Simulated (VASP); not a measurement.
## MoSe2: band structure with LDA

Crystal: MoSe2.

```xyz
6
Lattice="3.2785 0.0000 0.0000 -1.6392 2.8392 0.0000 0.0000 0.0000 12.7295" Properties=species:S:1:pos:R:3 pbc="T T T"
Mo    1.6392    0.9464    9.5471
Mo    0.0000    1.8928    3.1824
Se    0.0000    1.8928   11.2228
Se    1.6392    0.9464    4.8581
Se    0.0000    1.8928    7.8714
Se    1.6392    0.9464    1.5067
```

The cell is a database's computed one.

```
Program                : VASP 6.6.1
Task                   : band structure
Functional             : LDA
Potentials or basis    : VASP PAW LDA potentials, release 64 (Mo_sv, Se)
Cutoff                 : 450 eV
k mesh                 : 12 × 12 × 4
Occupations            : gaussian, width 0.02 eV
Spin                   : no spin polarisation
Further INCAR settings : ALGO = Fast; EDIFF = 1e-06; NBANDS = 35
```

```json
{
  "Pressure": "-3.4 GPa",
  "Largest force": "0.416 eV/Å",
  "Band gap on the k mesh": "0.71 eV, indirect (least direct gap 1.46 eV)",
  "Band gap along the path": "0.68 eV, indirect (least direct gap 1.46 eV)"
}
```

Forces in eV/Å, atoms in the order of the input:
```
Mo   0.000  0.000  0.000
Mo   0.000  0.000  0.000
Se   0.000  0.000 -0.416
Se   0.000  0.000 -0.416
Se   0.000  0.000  0.416
Se   0.000  0.000  0.416
```

Stress tensor (GPa, compression positive):
```
-3.18  0.00  0.00
 0.00 -3.18  0.00
 0.00  0.00 -3.69
```

Levels at the corners of the path, in eV from the valence-band top:
| point | band 23 | band 24 | band 25 | band 26 | band 27 | band 28 | band 29 | band 30 |
| --- | --- | --- | --- | --- | --- | --- | --- | --- |
| Γ | -1.49 | -1.22 | -0.66 | 0.00 | 2.44 | 2.44 | 2.53 | 2.53 |
| M | -1.24 | -1.19 | -1.13 | -0.87 | 1.53 | 1.59 | 1.75 | 2.15 |
| M | -1.24 | -1.19 | -1.13 | -0.87 | 1.53 | 1.59 | 1.75 | 2.15 |
| K | -2.37 | -2.37 | -0.57 | -0.32 | 1.14 | 1.14 | 1.43 | 2.61 |
| K | -2.37 | -2.37 | -0.57 | -0.32 | 1.14 | 1.14 | 1.43 | 2.61 |
| Γ | -1.49 | -1.22 | -0.66 | 0.00 | 2.44 | 2.44 | 2.53 | 2.53 |
| Γ | -1.49 | -1.22 | -0.66 | 0.00 | 2.44 | 2.44 | 2.53 | 2.53 |
| A | -1.52 | -1.52 | -0.16 | -0.16 | 2.46 | 2.46 | 2.46 | 2.46 |
| A | -1.52 | -1.52 | -0.16 | -0.16 | 2.46 | 2.46 | 2.46 | 2.46 |
| L | -1.17 | -1.17 | -1.03 | -1.03 | 1.55 | 1.55 | 1.97 | 1.97 |
| L | -1.17 | -1.17 | -1.03 | -1.03 | 1.55 | 1.55 | 1.97 | 1.97 |
| H | -2.62 | -2.62 | -0.47 | -0.47 | 1.15 | 1.15 | 2.00 | 2.00 |
| H | -2.62 | -2.62 | -0.47 | -0.47 | 1.15 | 1.15 | 2.00 | 2.00 |
| A | -1.52 | -1.52 | -0.16 | -0.16 | 2.46 | 2.46 | 2.46 | 2.46 |
| L | -1.17 | -1.17 | -1.03 | -1.03 | 1.55 | 1.55 | 1.97 | 1.97 |
| M | -1.24 | -1.19 | -1.13 | -0.87 | 1.53 | 1.59 | 1.75 | 2.15 |
| K | -2.37 | -2.37 | -0.57 | -0.32 | 1.14 | 1.14 | 1.43 | 2.61 |
| H | -2.62 | -2.62 | -0.47 | -0.47 | 1.15 | 1.15 | 2.00 | 2.00 |

Run time: 3.1 min on 4 MPI ranks on Intel(R) Xeon(R) Platinum 8259CL CPU @ 2.50GHz (Skylake/Cascade Lake) (shared host), peak memory 0.37 GiB a rank.
